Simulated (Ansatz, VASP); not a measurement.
# Pb in VASP and in Ansatz

INCAR

```
SYSTEM = Pb
  PREC = Accurate
  ENCUT = 520
  EDIFF = 1E-6
  ISMEAR = 0
  SIGMA = 0.1
  LREAL = .False.
  LASPH = .True.
  NELM = 60
  ALGO = Normal
  ISIF = 2
  LWAVE = .False.
  LCHARG = .False.
  GGA = PE
  IVDW = 12
  NBANDS = 36
```

File KPOINTS:

```
Automatic mesh
0
Gamma
  6 6 2
  0 0 0
```

Contents of POSCAR:

```
Pb
1.0
    3.5243661423      0.0000000000      0.0000000000
   -1.7621830711      3.0521906115      0.0000000000
    0.0000000000      0.0000000000     11.4952418100
Pb
4
Direct
    0.0000000000      0.0000000000      0.0000000000
    0.3333333300      0.6666666700      0.2500000000
    0.0000000000      0.0000000000      0.5000000000
    0.6666666700      0.3333333300      0.7500000000
```

Input for Ansatz:

```yaml
crystal:
  lattice:
    - [3.5243661423, 0.0, 0.0]
    - [-1.7621830711, 3.0521906115, 0.0]
    - [0.0, 0.0, 11.49524181]
  atoms:
    - { symbol: Pb, position: [0.0, 0.0, 0.0] }
    - { symbol: Pb, position: [0.33333333, 0.66666667, 0.25] }
    - { symbol: Pb, position: [0.0, 0.0, 0.5] }
    - { symbol: Pb, position: [0.66666667, 0.33333333, 0.75] }
basis:
  ecutwfc: 420
kpoints:
  mp_grid: { grid: [6, 6, 2] }
hamiltonian:
  xc: pbe
  dispersion: d3bj
scf:
  occupations: { method: gaussian, width: 0.1 }
output:
  forces: true
  stress: true
  eigenvalues: true
```

This isn't the form of Pb at room conditions, which is fcc.

Alike in both runs: task single point; functional PBE; dispersion D3(BJ); k mesh 6 × 6 × 2; occupations gaussian, width 0.1 eV; no spin polarisation.

```csv
,VASP,Ansatz
version,VASP 6.6.1,Ansatz 0.2.0
potentials or method,"VASP PAW PBE potentials, release 64 (Pb_d)","scalar-relativistic, plane waves, PAW"
plane-wave cutoff (eV),520,420
valence electrons in the cell,56,56
```

|  | VASP | Ansatz | Ansatz less VASP |
| --- | --- | --- | --- |
| gap on the k mesh at the Fermi level (eV) | none | none | - |
| pressure (GPa) | -0.8 | -0.7 | +0.07 |
| largest component of the traceless stress (GPa) | 1.79 | 1.79 | +0.003 |

A gap of «none» marks a metal or a gap that the smearing closes. The functional is the same, so the differences come from potentials, cutoffs and numerics.

Caveats: pairwise dispersion overbinds metals, which lowers pressure and volume. The runs have no spin-orbit coupling, so splittings on Pb are missing.
